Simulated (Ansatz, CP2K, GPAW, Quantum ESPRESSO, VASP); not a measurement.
**BaZrO3: equilibrium volume by level of theory**

```
Ba Zr O
1.0
     4.19134    0.00000    0.00000
     0.00000    4.19134    0.00000
     0.00000    0.00000    4.19134
Ba Zr O
1 1 3
Direct
  0.00000 0.00000 0.00000
  0.50000 0.50000 0.50000
  0.50000 0.50000 0.00000
  0.50000 0.00000 0.50000
  0.00000 0.50000 0.50000
```

```tsv
rung	level	program and potentials	cutoff (eV)	k mesh	smearing	task	equilibrium volume (Å³/atom)	miss	notes
LDA	LDA	CP2K, GTH_POTENTIALS Ba GTH-PADE-q10, Zr GTH-PADE-q12, O GTH-PADE-q6; TZVP-MOLOPT-PBE-GTH basis	-	6 × 6 × 6	fermi-dirac 0.05	equation of state	14.30	-2.9 %	atomic basis
LDA	LDA	GPAW, the program's PAW data sets (release 1.2.1) made for this functional	800	6 × 6 × 6	fermi-dirac 0.05	equation of state	14.20	-3.6 %	-
LDA	LDA	Quantum ESPRESSO, GBRV 1.5 LDA	612	6 × 6 × 6	fermi-dirac 0.05	equation of state	14.34	-2.6 %	-
LDA	LDA	VASP, LDA PAW files Ba_sv, O, Zr_sv, 600 eV	600	6 × 6 × 6	gaussian 0.02	relaxation of cell and atoms	14.38	-2.4 %	-
GGA	PBE	GPAW, GPAW PAW data sets (gpaw-data 1.2.1)	800	6 × 6 × 6	fermi-dirac 0.05	equation of state	15.09	+2.4 %	-
GGA	PBE	VASP, PBE PAW files Ba_sv, O, Zr_sv, 600 eV	600	6 × 6 × 6	gaussian 0.02	relaxation of cell and atoms	(a)	?	-
GGA + dispersion	PBE+D3(BJ)	VASP, PBE PAW files Ba_sv, O, Zr_sv, 600 eV	600	6 × 6 × 6	gaussian 0.02	relaxation of cell and atoms	14.93	+1.4 %	-
GGA	PBEsol	Ansatz, all-electron LAPW, scalar-relativistic	-	6 × 6 × 6	fermi-dirac 0.05	equation of state	14.61	-0.8 %	-
GGA	PBEsol	GPAW, PAW data sets generated for this functional	800	6 × 6 × 6	fermi-dirac 0.05	equation of state	14.60	-0.9 %	-
GGA	PBEsol	Quantum ESPRESSO, GBRV 1.5 PBEsol	612	6 × 6 × 6	fermi-dirac 0.05	equation of state	14.67	-0.4 %	-
GGA	PBEsol	VASP, PBE PAW files Ba_sv, O, Zr_sv, 520 eV	520	6 × 6 × 6	fermi-dirac 0.05	equation of state	(b)	?	potentials made for PBE
meta-GGA	SCAN	VASP, PBE PAW files Ba_sv, O, Zr_sv, 600 eV	600	6 × 6 × 6	gaussian 0.05	relaxation of cell and atoms	14.89	+1.1 %	potentials made for PBE
meta-GGA	r2SCAN	VASP, PBE PAW files Ba_sv, O, Zr_sv, 600 eV	600	6 × 6 × 6	gaussian 0.05	relaxation of cell and atoms	(c)	?	potentials made for PBE
meta-GGA + dispersion	r2SCAN+rVV10	VASP, PBE PAW files Ba_sv, O, Zr_sv, 600 eV	600	6 × 6 × 6	gaussian 0.05	relaxation of cell and atoms	14.85	+0.8 %	potentials made for PBE
```

All rows: no spin polarisation. Smearing widths are in eV. Meshes are those of the run's cell of 5 atoms unless a note names another. Relaxations start from the cell shown or near it and stop with a little pressure left. Misses use the values as printed. Runs on faulty files, with rough fits or with known faults for this quantity aren't shown. No row holds spin-orbit coupling.

Measured: 14.73 Å³/atom at 300 K (arxiv:cond-mat/0602127). The runs are for a static lattice.

Q: Estimate the values left out from the other rows.

A: (a) 15.19 Å³/atom, miss +3.1 %; (b) 14.73 Å³/atom, miss +0.0 %; (c) 14.95 Å³/atom, miss +1.5 %.
